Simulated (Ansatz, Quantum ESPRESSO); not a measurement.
# 2 layers of Li in Mo(110), on the host's sites: ballistic transmission, part 2 of 5

Wanted: the transmission near the Fermi level and the conductance of this junction: 2 layers of Li in Mo(110), on the host's sites.

Quantum ESPRESSO 7.5; plane-wave DFT, PBEsol, GBRV ultrasoft pseudopotentials; cross-check by Ansatz 0.2.0 with PAW datasets.

So far. Step 2 (SCF with pw.x): The run needed 31 iterations to bring the estimated error under 1e-07 Ry; the largest force on any atom, held or free, is 0.27 eV/Å.

**3. The open system**

Level of this step: transmission by pwcond, lead and junction from one cell; plane-wave DFT, PBEsol, GBRV ultrasoft pseudopotentials (Quantum ESPRESSO).

prefixt takes both regions from one run: the lead from 0 to bdl, the scattering region from bdl to bds (units of alat). ikind = 1 puts the same lead on both sides. The program's T_tot counts both spins in a run without spin; the tables below give T per spin.

cond.in reads:

```
&inputcond
  outdir = './out'
  prefixt = 'scf'
  tran_file = 'cond.dat'
  bdl = 1.4142135633
  bds = 13.1381463671
  ikind = 1
  ewind = 4.0
  epsproj = 1e-05
  nz1 = 7
  energy0 = 0.4
  denergy = -0.4
/
21
  0.00000000 0.00000000 0.01562500
  0.00000000 0.12500000 0.03125000
  0.00000000 0.25000000 0.03125000
  0.00000000 0.37500000 0.03125000
  0.00000000 0.50000000 0.01562500
  0.12500000 0.00000000 0.06250000
  0.12500000 0.25000000 0.06250000
  0.12500000 0.37500000 0.06250000
  0.12500000 0.50000000 0.06250000
  0.25000000 0.00000000 0.06250000
  0.25000000 0.12500000 0.03125000
  0.25000000 0.37500000 0.06250000
  0.25000000 0.50000000 0.06250000
  0.25000000 0.62500000 0.03125000
  0.37500000 0.00000000 0.06250000
  0.37500000 0.12500000 0.06250000
  0.37500000 0.50000000 0.06250000
  0.37500000 0.62500000 0.06250000
  0.50000000 0.00000000 0.03125000
  0.50000000 0.12500000 0.06250000
  0.50000000 0.25000000 0.03125000
3
```

Started as:

```
$ OMP_NUM_THREADS=1 mpirun -n 4 pwcond.x -in cond.in > cond.out
```

Output:

```text
[banner, memory and clock lines left out]
Program PWCOND v.7.5 starts

          URL

     ./out/scf.save/

     IMPORTANT: XC functional enforced from input :
     Exchange-correlation= PBESOL
                           (   1   4  10   8   0   0   0)
     Any further DFT definition will be discarded
     Please, verify this is what you really want

     Check: negative core charge=   -0.000002

     negative rho (up, down):  6.276E-04 0.000E+00
     Reading collected, re-writing distributed wavefunctions

===== INPUT FILE containing all the regions =====

     GEOMETRY:

     lattice parameter (alat)  =       5.9715  a.u.
     the volume                =    1978.2307 (a.u.)^3
     the cross section         =      25.2149 (a.u.)^2
     l of the unit cell        =      13.1381 (alat)
     number of atoms/cell      =           18
     number of atomic types    =            2

     crystal axes: (cart. coord. in units of alat)
               a(1) = (  1.0000  0.0000  0.0000 )
               a(2) = (  0.5000  0.7071  0.0000 )
               a(3) = (  0.0000  0.0000 13.1381 )

   Cartesian axes

     site n.     atom                  positions (alat units)
          1        Mo     tau(  1)=(  0.0000  0.0000 13.1381  )
          2        Mo     tau(  2)=(  0.5000  0.0000  0.7071  )
          3        Mo     tau(  3)=(  0.0000  0.0000  1.4142  )
          4        Mo     tau(  4)=(  0.5000  0.0000  2.1213  )
          5        Mo     tau(  5)=(  0.0000  0.0000  2.8284  )
          6        Mo     tau(  6)=(  0.5000  0.0000  3.5355  )
          7        Mo     tau(  7)=(  0.0000  0.0000  4.2426  )
          8        Mo     tau(  8)=(  0.5000  0.0000  4.9497  )
          9        Li     tau(  9)=(  0.0000  0.0000  5.7594  )
         10        Li     tau( 10)=(  0.5000  0.0000  6.6716  )
         11        Mo     tau( 11)=(  0.0000  0.0000  7.4813  )
         12        Mo     tau( 12)=(  0.5000  0.0000  8.1884  )
         13        Mo     tau( 13)=(  0.0000  0.0000  8.8955  )
         14        Mo     tau( 14)=(  0.5000  0.0000  9.6026  )
         15        Mo     tau( 15)=(  0.0000  0.0000 10.3097  )
         16        Mo     tau( 16)=(  0.5000  0.0000 11.0168  )
         17        Mo     tau( 17)=(  0.0000  0.0000 11.7239  )
         18        Mo     tau( 18)=(  0.5000  0.0000 12.4310  )

     nr1s                      =           25
     nr2s                      =           24
     nr3s                      =          320
     nr1sx                     =           25
     nr2sx                     =           24
     nr3sx                     =          320
     nr1                       =           27
     nr2                       =           24
     nr3                       =          360
     nr1x                      =           27
     nr2x                      =           24
     nr3x                      =          360

 _______________________________
  Radii of nonlocal spheres:

     type       ibeta     ang. mom.          radius (alat units)
       Mo         1         0                    0.3744
       Mo         2         0                    0.3744
       Mo         3         1                    0.3744
       Mo         4         1                    0.3744
       Mo         5         2                    0.3744
       Mo         6         2                    0.3744
       Li         1         0                    0.3376
       Li         2         0                    0.3376
       Li         3         0                    0.3376
       Li         4         1                    0.3376
       Li         5         1                    0.3376
----- General information -----

--- T calc. with identical leads (ikind=1) ---

     nrx                       =           25
     nry                       =           24
     nz1                       =            7

     energy0               =         4.0E-01
     denergy               =        -4.0E-01
     nenergy               =          3
     ecut2d                =         4.0E+01
     ewind                 =         4.0E+00
     epsproj               =         1.0E-05

     number of k_|| points=   21
                       cryst. coord.
        k(    1) = (   0.0000000   0.0000000), wk =   0.0156250
        k(    2) = (   0.0000000   0.1250000), wk =   0.0312500
        k(    3) = (   0.0000000   0.2500000), wk =   0.0312500
        k(    4) = (   0.0000000   0.3750000), wk =   0.0312500
        k(    5) = (   0.0000000   0.5000000), wk =   0.0156250
        k(    6) = (   0.1250000   0.0000000), wk =   0.0625000
        k(    7) = (   0.1250000   0.2500000), wk =   0.0625000
        k(    8) = (   0.1250000   0.3750000), wk =   0.0625000
        k(    9) = (   0.1250000   0.5000000), wk =   0.0625000
        k(   10) = (   0.2500000   0.0000000), wk =   0.0625000
        k(   11) = (   0.2500000   0.1250000), wk =   0.0312500
        k(   12) = (   0.2500000   0.3750000), wk =   0.0625000
        k(   13) = (   0.2500000   0.5000000), wk =   0.0625000
        k(   14) = (   0.2500000   0.6250000), wk =   0.0312500
        k(   15) = (   0.3750000   0.0000000), wk =   0.0625000
        k(   16) = (   0.3750000   0.1250000), wk =   0.0625000
        k(   17) = (   0.3750000   0.5000000), wk =   0.0625000
        k(   18) = (   0.3750000   0.6250000), wk =   0.0625000
        k(   19) = (   0.5000000   0.0000000), wk =   0.0312500
        k(   20) = (   0.5000000   0.1250000), wk =   0.0625000
        k(   21) = (   0.5000000   0.2500000), wk =   0.0312500
----- Information about left/right lead -----

     nocros                   =           18
     noins                    =           18
     norb                     =           54
     norbf                    =          288
     nrz                      =           34

      iorb      type   ibeta   ang. mom.   m       position (alat)
        1        1       1        0        1   taunew(   1)=(  0.0000  0.0000  0.0000)
        2        1       2        0        1   taunew(   2)=(  0.0000  0.0000  0.0000)
        3        1       3        1        1   taunew(   3)=(  0.0000  0.0000  0.0000)
        4        1       3        1        2   taunew(   4)=(  0.0000  0.0000  0.0000)
        5        1       3        1        3   taunew(   5)=(  0.0000  0.0000  0.0000)
        6        1       4        1        1   taunew(   6)=(  0.0000  0.0000  0.0000)
        7        1       4        1        2   taunew(   7)=(  0.0000  0.0000  0.0000)
        8        1       4        1        3   taunew(   8)=(  0.0000  0.0000  0.0000)
        9        1       5        2        1   taunew(   9)=(  0.0000  0.0000  0.0000)
       10        1       5        2        2   taunew(  10)=(  0.0000  0.0000  0.0000)
[...]
249        1       6        2        2   taunew( 249)=(  0.0000  0.0000 10.3097)
      250        1       6        2        3   taunew( 250)=(  0.0000  0.0000 10.3097)
      251        1       6        2        4   taunew( 251)=(  0.0000  0.0000 10.3097)
      252        1       6        2        5   taunew( 252)=(  0.0000  0.0000 10.3097)
      253        1       1        0        1   taunew( 253)=(  0.5000  0.0000 11.0168)
      254        1       2        0        1   taunew( 254)=(  0.5000  0.0000 11.0168)
      255        1       3        1        1   taunew( 255)=(  0.5000  0.0000 11.0168)
      256        1       3        1        2   taunew( 256)=(  0.5000  0.0000 11.0168)
      257        1       3        1        3   taunew( 257)=(  0.5000  0.0000 11.0168)
      258        1       4        1        1   taunew( 258)=(  0.5000  0.0000 11.0168)
      259        1       4        1        2   taunew( 259)=(  0.5000  0.0000 11.0168)
      260        1       4        1        3   taunew( 260)=(  0.5000  0.0000 11.0168)
      261        1       5        2        1   taunew( 261)=(  0.5000  0.0000 11.0168)
      262        1       5        2        2   taunew( 262)=(  0.5000  0.0000 11.0168)
      263        1       5        2        3   taunew( 263)=(  0.5000  0.0000 11.0168)
      264        1       5        2        4   taunew( 264)=(  0.5000  0.0000 11.0168)
      265        1       5        2        5   taunew( 265)=(  0.5000  0.0000 11.0168)
      266        1       6        2        1   taunew( 266)=(  0.5000  0.0000 11.0168)
      267        1       6        2        2   taunew( 267)=(  0.5000  0.0000 11.0168)
      268        1       6        2        3   taunew( 268)=(  0.5000  0.0000 11.0168)
      269        1       6        2        4   taunew( 269)=(  0.5000  0.0000 11.0168)
      270        1       6        2        5   taunew( 270)=(  0.5000  0.0000 11.0168)
      271        1       1        0        1   taunew( 271)=(  0.0000  0.0000 11.7239)
      272        1       2        0        1   taunew( 272)=(  0.0000  0.0000 11.7239)
      273        1       3        1        1   taunew( 273)=(  0.0000  0.0000 11.7239)
      274        1       3        1        2   taunew( 274)=(  0.0000  0.0000 11.7239)
      275        1       3        1        3   taunew( 275)=(  0.0000  0.0000 11.7239)
      276        1       4        1        1   taunew( 276)=(  0.0000  0.0000 11.7239)
      277        1       4        1        2   taunew( 277)=(  0.0000  0.0000 11.7239)
      278        1       4        1        3   taunew( 278)=(  0.0000  0.0000 11.7239)
      279        1       5        2        1   taunew( 279)=(  0.0000  0.0000 11.7239)
      280        1       5        2        2   taunew( 280)=(  0.0000  0.0000 11.7239)
      281        1       5        2        3   taunew( 281)=(  0.0000  0.0000 11.7239)
      282        1       5        2        4   taunew( 282)=(  0.0000  0.0000 11.7239)
      283        1       5        2        5   taunew( 283)=(  0.0000  0.0000 11.7239)
      284        1       6        2        1   taunew( 284)=(  0.0000  0.0000 11.7239)
      285        1       6        2        2   taunew( 285)=(  0.0000  0.0000 11.7239)
      286        1       6        2        3   taunew( 286)=(  0.0000  0.0000 11.7239)
      287        1       6        2        4   taunew( 287)=(  0.0000  0.0000 11.7239)
      288        1       6        2        5   taunew( 288)=(  0.0000  0.0000 11.7239)
 ngper, shell number =           83          21
 ngper, n2d =           83          68
---  E-Ef =    0.4000000  k =    0.0000000   0.0000000
---  ie =          1  ik =          1
 Nchannels of the left tip =            2
 Right moving states:
   k1(2pi/a)   k2(2pi/a)   E-Ef (eV)
  -0.2026312   0.0000171   0.4000000
   0.4172443   0.0000060   0.4000000
 Left moving states:
   k1(2pi/a)   k2(2pi/a)   E-Ef (eV)
   0.2026313   0.0000171   0.4000000
  -0.4172443   0.0000060   0.4000000

 to transmit
 Band j to band i transmissions and reflections:
    j         i     |T_ij|^2    |R_ij|^2

    1 -->     1     0.15629     0.84371
    1 -->     2     0.00000     0.00000
   Total T_j, R_j =    0.15629  0.84371

    2 -->     1     0.00000     0.00000
    2 -->     2     0.00000     1.00000
   Total T_j, R_j =    0.00000  1.00000

E-Ef(ev), T(x2 spins) =    0.4000000   0.3125746
---  E-Ef =    0.0000000  k =    0.0000000   0.0000000
---  ie =          2  ik =          1
 Nchannels of the left tip =            2
 Right moving states:
   k1(2pi/a)   k2(2pi/a)   E-Ef (eV)
  -0.2490159   0.0000185   0.0000000
   0.3627995   0.0000061   0.0000000
 Left moving states:
   k1(2pi/a)   k2(2pi/a)   E-Ef (eV)
   0.2490159   0.0000185   0.0000000
  -0.3627995   0.0000061   0.0000000

 to transmit
 Band j to band i transmissions and reflections:
    j         i     |T_ij|^2    |R_ij|^2

    1 -->     1     0.20802     0.79198
    1 -->     2     0.00000     0.00000
   Total T_j, R_j =    0.20802  0.79198

    2 -->     1     0.00000     0.00000
    2 -->     2     0.00000     1.00000
   Total T_j, R_j =    0.00000  1.00000

E-Ef(ev), T(x2 spins) =    0.0000000   0.4160368
---  E-Ef =   -0.4000000  k =    0.0000000   0.0000000
---  ie =          3  ik =          1
 Nchannels of the left tip =            2
 Right moving states:
   k1(2pi/a)   k2(2pi/a)   E-Ef (eV)
  -0.2957344   0.0000201  -0.4000000
   0.3004830   0.0000061  -0.4000000
 Left moving states:
   k1(2pi/a)   k2(2pi/a)   E-Ef (eV)
   0.2957344   0.0000201  -0.4000000
  -0.3004830   0.0000061  -0.4000000

 to transmit
 Band j to band i transmissions and reflections:
    j         i     |T_ij|^2    |R_ij|^2

    1 -->     1     0.26178     0.73822
    1 -->     2     0.00000     0.00000
   Total T_j, R_j =    0.26178  0.73822

    2 -->     1     0.00000     0.00000
    2 -->     2     0.00000     1.00000
   Total T_j, R_j =    0.00000  1.00000

E-Ef(ev), T(x2 spins) =   -0.4000000   0.5235682
 ngper, shell number =           81          44
 ngper, n2d =           81          70
[... further energies and points left out ...]
---  E-Ef =    0.4000000  k =    0.5000000   0.2500000
---  ie =          1  ik =         21
 Nchannels of the left tip =            1
 Right moving states:
   k1(2pi/a)   k2(2pi/a)   E-Ef (eV)
   0.3103783  -0.0000095   0.4000000
 Left moving states:
   k1(2pi/a)   k2(2pi/a)   E-Ef (eV)
  -0.3103783  -0.0000095   0.4000000

 to transmit
 Band j to band i transmissions and reflections:
    j         i     |T_ij|^2    |R_ij|^2

    1 -->     1     0.00001     0.99999
   Total T_j, R_j =    0.00001  0.99999

E-Ef(ev), T(x2 spins) =    0.4000000   0.0000194
---  E-Ef =    0.0000000  k =    0.5000000   0.2500000
---  ie =          2  ik =         21
 Nchannels of the left tip =            1
 Right moving states:
   k1(2pi/a)   k2(2pi/a)   E-Ef (eV)
   0.2247772  -0.0000100   0.0000000
 Left moving states:
   k1(2pi/a)   k2(2pi/a)   E-Ef (eV)
  -0.2247772  -0.0000100   0.0000000

 to transmit
 Band j to band i transmissions and reflections:
    j         i     |T_ij|^2    |R_ij|^2

    1 -->     1     0.00001     0.99999
   Total T_j, R_j =    0.00001  0.99999

E-Ef(ev), T(x2 spins) =    0.0000000   0.0000131
---  E-Ef =   -0.4000000  k =    0.5000000   0.2500000
---  ie =          3  ik =         21
 Nchannels of the left tip =            1
 Right moving states:
   k1(2pi/a)   k2(2pi/a)   E-Ef (eV)
   0.1147911  -0.0000108  -0.4000000
 Left moving states:
   k1(2pi/a)   k2(2pi/a)   E-Ef (eV)
  -0.1147912  -0.0000108  -0.4000000

 to transmit
 Band j to band i transmissions and reflections:
    j         i     |T_ij|^2    |R_ij|^2

    1 -->     1     0.00000     1.00000
   Total T_j, R_j =    0.00000  1.00000

E-Ef(ev), T(x2 spins) =   -0.4000000   0.0000072
   T_tot     0.40000      0.18953E+00
   T_tot     0.00000      0.45708E+00
   T_tot    -0.40000      0.33086E+00

Note: The following floating-point exceptions are signalling: IEEE_UNDERFLOW_FLAG
Note: The following floating-point exceptions are signalling: IEEE_UNDERFLOW_FLAG
Note: The following floating-point exceptions are signalling: IEEE_UNDERFLOW_FLAG
Note: The following floating-point exceptions are signalling: IEEE_UNDERFLOW_FLAG
```

It took 97 s on 4 MPI ranks of Arm Neoverse V2, shared host; peak memory 0.3 GiB; 6.4 min of CPU time.

Read from the output:

| Property | Result |
| --- | --- |
| lead channels at the Fermi level, one spin | 0.9688 |
| transmission at the Fermi level, one spin | 0.2285 |
| conductance | 0.2285 G₀ |

Per spin; mean over the k mesh across the current. Table of open channels, zone mean by energy, zero at the Fermi level:

| energy (eV) | open channels, zone mean |
| --- | --- |
| -0.400 | 1.12 |
| 0.000 | 0.969 |
| 0.400 | 1.25 |

Per spin; mean over the k mesh across the current. Table of transmission, zone mean by energy, zero at the Fermi level:

| energy (eV) | transmission, zone mean |
| --- | --- |
| -0.400 | 0.165 |
| 0.000 | 0.229 |
| 0.400 | 0.0948 |

At 0.000 eV; k in fractions of b1, b2. Transmission by k point:

| k1 | k2 | weight | t | channels |
| --- | --- | --- | --- | --- |
| 0 | 0 | 0.01562 | 0.208 | 2 |
| 0 | 0.125 | 0.03125 | 0.1026 | 3 |
| 0 | 0.25 | 0.03125 | 0.5271 | 2 |
| 0 | 0.375 | 0.03125 | 1.50e-7 | 1 |
| 0 | 0.5 | 0.01562 | 0.004535 | 2 |
| 0.125 | 0 | 0.0625 | 0.2027 | 2 |
| 0.125 | 0.25 | 0.0625 | 0.8961 | 2 |
| 0.125 | 0.375 | 0.0625 | 0 | 0 |
| 0.125 | 0.5 | 0.0625 | 0.023 | 2 |
| 0.25 | 0 | 0.0625 | 0 | 0 |
| 0.25 | 0.125 | 0.03125 | 0.3357 | 1 |
| 0.25 | 0.375 | 0.0625 | 0 | 0 |
| 0.25 | 0.5 | 0.0625 | 0 | 0 |
| 0.25 | 0.625 | 0.03125 | 8.13e-5 | 1 |
| 0.375 | 0 | 0.0625 | 0.9976 | 2 |
| 0.375 | 0.125 | 0.0625 | 1 | 1 |
| 0.375 | 0.5 | 0.0625 | 0 | 0 |
| 0.375 | 0.625 | 0.0625 | 0 | 0 |
| 0.5 | 0 | 0.03125 | 0.00251 | 2 |
| 0.5 | 0.125 | 0.0625 | 0 | 0 |
| 0.5 | 0.25 | 0.03125 | 6.55e-6 | 1 |

The program's own clock; routines nest. Time by routine:

| routine | wall time (s) | calls |
| --- | --- | --- |
| PWCOND | 96.27 | 1 |
| scatter_forw | 83.24 | 126 |
| local | 5.06 | 21 |
| compbs | 4.09 | 63 |
| compbs_2 | 3.42 | 63 |
| init | 0.96 | 1 |
| poten | 0.06 | 1 |

The run is unpolarised; a magnetic state was not tried, may lie lower and would change T.

At no point does T exceed the number of channels.

(Part 2 of 5 ends here.)

[Logs are printed without paths, hosts, clocks, repeated set-up lines and the standing remarks that a program may print on its own settings, such as how far it seeks lower states.]

[Hosts, paths, dates, database ids (printed as entryN), source tags and the programs' standing remarks are cut or masked in the printed files.]

[Maps of the electrostatic potential energy from Ansatz leave out the sawtooth potential of an applied field or a dipole correction, so their vacuum need not be flat; planar profiles and work functions include it.]
